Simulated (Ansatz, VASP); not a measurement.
# Cross-check of Ba2YReO6 between VASP and Ansatz, part 2 of 2

Aim: how closely do two programs agree when they are given the same cell, functional and k mesh? The cell is taken from a series of runs on this material, whose earlier steps may have relaxed, scaled, displaced or heated it; both programs get it as it stands.

VASP 6.6.1 and Ansatz 0.2.0.

So far: The structure; VASP: relaxation of cell and atoms, LDA.

### Step 3. Ansatz: relaxation of cell and atoms, LDA

Level of this step: Ansatz beside VASP: Kohn-Sham DFT, plane waves, LDA (Ansatz).

Ansatz runs on its default PAW (the set named soft_2) files.

The same cell, functional (in two slightly different forms), mesh and smearing now go to Ansatz, which takes its cutoff from its data sets.

File input.yaml:

```yaml
crystal:
  lattice:
    - [0.0, 4.137, 4.137]
    - [4.137, 0.0, 4.137]
    - [4.137, 4.137, 0.0]
  atoms:
    - { symbol: Ba, position: [0.25, 0.25, 0.25] }
    - { symbol: Ba, position: [0.75, 0.75, 0.75] }
    - { symbol: "Y", position: [0.5, 0.5, 0.5] }
    - { symbol: Re, position: [0.0, 0.0, 0.0] }
    - { symbol: O, position: [0.75, 0.25, 0.25] }
    - { symbol: O, position: [0.25, 0.75, 0.25] }
    - { symbol: O, position: [0.25, 0.75, 0.75] }
    - { symbol: O, position: [0.75, 0.25, 0.75] }
    - { symbol: O, position: [0.25, 0.25, 0.75] }
    - { symbol: O, position: [0.75, 0.75, 0.25] }
kpoints:
  mp_grid: { grid: [6, 6, 6] }
hamiltonian:
  xc: lda
scf:
  occupations: { method: gaussian, width: 0.1 }
output:
  forces: true
  stress: true
  eigenvalues: true
relax:
  adjacent_minimum: "off"
  f_tol: 0.005
  max_steps: 60
  cell: { stress_tol: 0.03 }
```

Launch:

```
> ansatz run input.yaml --threads 8 --pin off --max-ram 16384MiB --backend cpu --events-out ev --progress --plain --runs-dir out
```

Numbers of over 12 decimals in the logs are rounded to 6 here.

Log:

```text
Engine: ansatz 0.2.0, aarch64-unknown-linux-gnu
Pseudopotentials: kind: paw
Pseudopotential: Ba, paw, valence charge 10, recommended cutoff 420 eV (normal), Ba.paw.azcp
Pseudopotential: Y, paw, valence charge 11, recommended cutoff 420 eV (normal), Y.paw.azcp
Pseudopotential: Re, paw, valence charge 15, recommended cutoff 420 eV (normal), Re.paw.azcp
Pseudopotential: O, paw, valence charge 6, recommended cutoff 420 eV (normal), O.paw.azcp
Functional definition: SPW92
  exchange = slater_x
  correlation = pw_c
Crystal: 10 atoms, lattice volume = 141.608 Å³
Basis set: ecut = 420 eV, 2733 PW (Γ)
Bands: 51, of which v1, the nominal top of the filled ones, is band 41 counted from 1 (40 counted from 0)
Symmetry: 48 space group operations
Space group: Fm-3m (ITA 225), of the structure as read, at distance tolerance 5.2e-5 Å
k-points: 16 of 216
Non-local potential: Ba, projectors of the file, l = 0: 3, l = 1: 2, l = 2: 2, l = 3: 2
Non-local potential: Y, projectors of the file, l = 0: 3, l = 1: 2, l = 2: 2, l = 3: 1
Non-local potential: Re, projectors of the file, l = 0: 3, l = 1: 2, l = 2: 2, l = 3: 1
Non-local potential: O, projectors of the file, l = 0: 2, l = 1: 2, l = 2: 1
PAW form: soft (Blöchl's): semilocal exchange-correlation on the pseudo side does not see the compensation charge
PAW frozen core: Ba, regenerated for the run's functional, and the local potential with it (the file was generated under x = pbe(κ = 0.804, μ = 0.219515), c = pbe(β = 0.066725))
PAW frozen core: Y, regenerated for the run's functional, and the local potential with it (the file was generated under x = pbe(κ = 0.804, μ = 0.219515), c = pbe(β = 0.066725))
PAW frozen core: Re, regenerated for the run's functional, and the local potential with it (the file was generated under x = pbe(κ = 0.804, μ = 0.219515), c = pbe(β = 0.066725))
PAW frozen core: O, regenerated for the run's functional, and the local potential with it (the file was generated under x = pbe(κ = 0.804, μ = 0.219515), c = pbe(β = 0.066725))
PAW one-centre angular grid: Ba, 194 points (default); XC on 64 Gauss nodes
PAW one-centre angular grid: Y, 590 points (default); XC on 64 Gauss nodes
PAW one-centre angular grid: Re, 590 points (default); XC on 64 Gauss nodes
PAW one-centre angular grid: O, 110 points (default); XC on 64 Gauss nodes
Initial density: superposition of atomic densities (neutral atoms: chi_scale 0, normalization atom), corrected by the library's trained network
Initial wavefunctions: pseudopotential atomic-orbital guess
Functional: x = slater, c = lda
SCF iter   1: F=—  HF=-29255.036885 eV  |F-HF|=—  |Δ(HF+E_count)|=         —  Δρ=1.73e-2  dr2=4.06e-1  ethr=1.77e-3  ⟨swp⟩=7.1  Hψ=3321  notcnv=0  defer=27
preconditioner: auto → Kerker (q_TF=auto, 2.491 Å⁻¹)  [metal: Δε(μ)=0.025 eV  Ē_g=12.963 eV  σ=0.100 eV  W_gap=0.14  n_scr=26 (ndim 8)  ℏωp=25.7 eV  f_vac=0.000  D(μ)=5.53/eV (n_scr^D=58)]
SCF iter   2: F=—  HF=-29254.958193 eV  |F-HF|=—  |Δ(HF+E_count)|=   7.87e-2  Δρ=5.96e-3  dr2=5.92e-2  ethr=4.95e-4  ⟨swp⟩=2.1  Hψ=1310  notcnv=0  defer=60
SCF iter   3: F=—  HF=-29254.946526 eV  |F-HF|=—  |Δ(HF+E_count)|=   1.17e-2  Δρ=1.60e-3  dr2=3.28e-3  ethr=7.21e-5  ⟨swp⟩=2.0  Hψ=1323  notcnv=0  defer=60
SCF iter   4: F=—  HF=-29254.945802 eV  |F-HF|=—  |Δ(HF+E_count)|=   7.24e-4  Δρ=2.32e-4  dr2=1.71e-4  ethr=4.00e-6  ⟨swp⟩=2.6  Hψ=1233  notcnv=0  defer=60
SCF iter   5: F=—  HF=-29254.945761 eV  |F-HF|=—  |Δ(HF+E_count)|=   4.08e-5  Δρ=1.01e-4  dr2=1.85e-5  ethr=2.09e-7  ⟨swp⟩=2.0  Hψ=1169  notcnv=0  defer=60
SCF iter   6: F=—  HF=-29254.945755 eV  |F-HF|=—  |Δ(HF+E_count)|=   5.75e-6  Δρ=2.18e-5  dr2=1.38e-6  ethr=2.26e-8  ⟨swp⟩=2.1  Hψ=1392  notcnv=0  defer=60
SCF iter   7: F=-29254.945755 eV  HF=-29254.945755 eV  |F-HF|=1.95e-8  |Δ(HF+E_count)|=   4.84e-7  Δρ=4.55e-6  dr2=4.31e-8  ethr=1.22e-10  ⟨swp⟩=11.7  Hψ=4637  notcnv=0
SCF 1 converged in 7 iterations: F = -29254.945755 eV  dr2 = 4.31e-8
  greatest PAW one-centre occupation: 0.999 electrons in one spin orbital (limit 2), on the Re atom at site 3 (counted from 0), in its partial waves of l = 0
relax step   1: F+E_penalty+E_count = -29254.94575488 eV  Δ(F+E_penalty+E_count) = +0.000e0 eV  max|allowed force component| = 4.616e0 eV/Å  Δτ_max = 0.0000 Å  P = -3.055 GPa  Ω = 141.608 Å³  (7 SCF iters, dr2 threshold 1.00e-7 eV, accepted)
[...]
relax step   7: F+E_penalty+E_count = -29256.81121098 eV  Δ(F+E_penalty+E_count) = -2.222e-4 eV  max|allowed force component| = 1.681e-4 eV/Å  Δτ_max = 0.0001 Å  P = -0.001 GPa  Ω = 139.978 Å³  energy of the carried Pulay correction = +2.128e-4 eV  (5 SCF iters, dr2 threshold 9.30e-9 eV, accepted)
[...]
relax step   8: F+E_penalty+E_count = -29256.81121098 eV  Δ(F+E_penalty+E_count) = -3.238e-10 eV  max|allowed force component| = 1.688e-4 eV/Å  Δτ_max = 0.0000 Å  P = -0.002 GPa  Ω = 139.978 Å³  stress off target by 2.05e-3 GPa  SCF on the basis re-selected at this cell (its energy is not comparable with the rows above)  (6 SCF iters)
basis re-selected at this cell: Δ(F+E_penalty+E_count) = -3.238e-10 eV, ΔP = -0.001 GPa vs the last step (what re-selecting the basis moved, of the pressure what is left beyond the Pulay correction that the steps carried, after the strain that the cell walked since its last selection, with what the two solves' SCF thresholds leave and, on support functions, any second-order correction that the steps lacked; it is no  [...]
SCF converged after 6 iterations
Free energy (F): -29256.811211 eV
Harris-Foulkes:  -29256.811211 eV  (|F-HF|=0.00e0)
Internal energy: -29256.785314 eV  (E = F + TS)
E sigma→0 (E₀):  -29256.798263 eV
Entropy (-TS):   -0.025897 eV (-2.590 meV/atom)
Fermi energy:    13.060840 eV
--- Per-component energies (eV) ---
  E_band       = -251.085555
  E_kinetic    = 2241.807427
  E_local      = -4479.912468  (includes V_loc(G=0)·N_el)
  E_nonlocal   = 525.871016
  E_hartree    = 1653.335999
  E_xc         = -1348.554780
  E_vxc        = -1343.587126  (∫ρ·V_xc dr)
  E_paw        = -22123.582424  (= ΣΔE_a)
  E_vpaw       = -501.951196  (= ΣTr[D̂ρ^β])
  E_aug_tail   = 0.014779  (compensation charges beyond the density's cutoff)
  E_ewald      = -5727.560086
  E_core_change = 1.795222  (= ΣΔE_core)
  E_smearing   = -0.025897  (= −TS)
  E_closure    = 0.000000  (closes the sum)
  Σ components = -29256.811211   (vs F -29256.811211, Δ=0.00e0)
--- Forces (eV/Å), atoms counted from 1 ---
  atom   1  Ba     0.00000000     0.00000000     0.00000000
  atom   2  Ba    -0.00000000    -0.00000000    -0.00000000
  atom   3  Y      0.00000000     0.00000000     0.00000000
  atom   4  Re    -0.00000000    -0.00000000    -0.00000000
  atom   5  O     -0.00016883    -0.00000000     0.00000000
  atom   6  O      0.00000000    -0.00016883     0.00000000
  atom   7  O      0.00016883    -0.00000000    -0.00000000
  atom   8  O     -0.00000000     0.00016883    -0.00000000
  atom   9  O     -0.00000000     0.00000000    -0.00016883
  atom  10  O     -0.00000000    -0.00000000     0.00016883
  max |Σ_I F_I| component: 1.04e-17 eV/Å
--- Stress (GPa, compression-positive) ---
       -0.002051       0.000000      -0.000000
        0.000000      -0.002051       0.000000
       -0.000000       0.000000      -0.002051
  P = ⅓ Tr σ = -0.0021 GPa (-0.021 kbar)
--- Band table (eV; the first three rows and the last of 16) ---
  k-point 0: bands = [... 37 lower, 10.0876, 10.0876, 10.0876, 12.4660, 12.4660, 12.4660, 14.9019, 14.9019, ... 6 higher]
  k-point 1: bands = [... 37 lower, 9.9460, 9.9460, 10.0132, 12.6237, 12.7017, 12.7017, 15.2505, 15.2505, ... 6 higher]
  k-point 2: bands = [... 37 lower, 9.6772, 9.6772, 9.8254, 13.0037, 13.1018, 13.1018, 16.0554, 16.0554, ... 6 higher]
  k-point 15: bands = [... 37 lower, 9.3840, 9.3958, 9.8913, 12.7034, 13.4483, 13.7602, 16.8691, 16.9378, ... 6 higher]
--- Relaxed structure (6 steps of the walk, 6 accepted, 2 SCFs on fresh bases) ---
  F+E_penalty+E_count = -29256.81121098 eV   max|allowed force component| = 1.688e-4 eV/Å   (the final SCF, on the basis selected at the relaxed cell)
  cell:  # Å, volume = 139.9784 Å³
    - [0, 4.121074, 4.121074]
    - [4.121074, 0, 4.121074]
    - [4.121074, 4.121074, 0]
  atoms:
    - { symbol: Ba, position: [0.25, 0.25, 0.25] }
    - { symbol: Ba, position: [0.75, 0.75, 0.75] }
    - { symbol: Y, position: [0.5, 0.5, 0.5] }
    - { symbol: Re, position: [-1.0581257605535949e-18, -9.326575976148883e-19, 1.1524725775936677e-18] }
    - { symbol: O, position: [0.765619, 0.234381, 0.234381] }
    - { symbol: O, position: [0.234381, 0.765619, 0.234381] }
    - { symbol: O, position: [0.234381, 0.765619, 0.765619] }
    - { symbol: O, position: [0.765619, 0.234381, 0.765619] }
    - { symbol: O, position: [0.234381, 0.234381, 0.765619] }
    - { symbol: O, position: [0.765619, 0.765619, 0.234381] }
```

### Step 4. Side by side

Known differences besides the potentials themselves: the two LDA forms differ slightly; the data sets hold 82 valence electrons in Ansatz (on its default PAW (the set named soft_2) files) and 74 in VASP; the cutoff is 420 eV in Ansatz and 600 eV in VASP; VASP's log shows a relativistic correction to its local exchange, Ansatz's none; Ansatz adds a Pulay correction to the stress that steers its cell, VASP none. Total energies have different zeros and are not compared.

The two programs side by side:

| quantity | Ansatz | VASP | difference |
| --- | --- | --- | --- |
| volume (Å³) | 139.98 | 141.70 | -1.22 % |
| edge a after relaxation, in the typed setting (Å) | 5.828 | 5.852 | -0.41 % |

### Step 5. What came out

| Item | Value |
| --- | --- |
| difference in volume (relaxation of cell and atoms, LDA) | -1.2 % |

What this shows: The difference in volume is -1.2 % (relaxation of cell and atoms, LDA), at about the 1.2 % picked in this series as the mark of a large difference, as far as the stopping tolerances let one tell. The data sets hold unlike numbers of valence electrons (82 in Ansatz and 74 in VASP), so part of the differences comes from the potentials. What causes the difference of the relaxation of cell and atoms, LDA pair stays open here. 1 further run of this series is not shown here. Such differences can come from data sets, numerical settings and the points named under the comparisons, not from the functional's error against experiment.

[Lines on the potential files, build, host, timing and source positions are cut from VASP's logs without a mark.]

[Logs are printed without paths, hosts, clocks, repeated set-up lines and the standing remarks that a program may print on its own settings, such as how far it seeks lower states.]

[Hosts, paths, dates, database ids (printed as entryN), source tags and the programs' standing remarks are cut or masked in the printed files.]
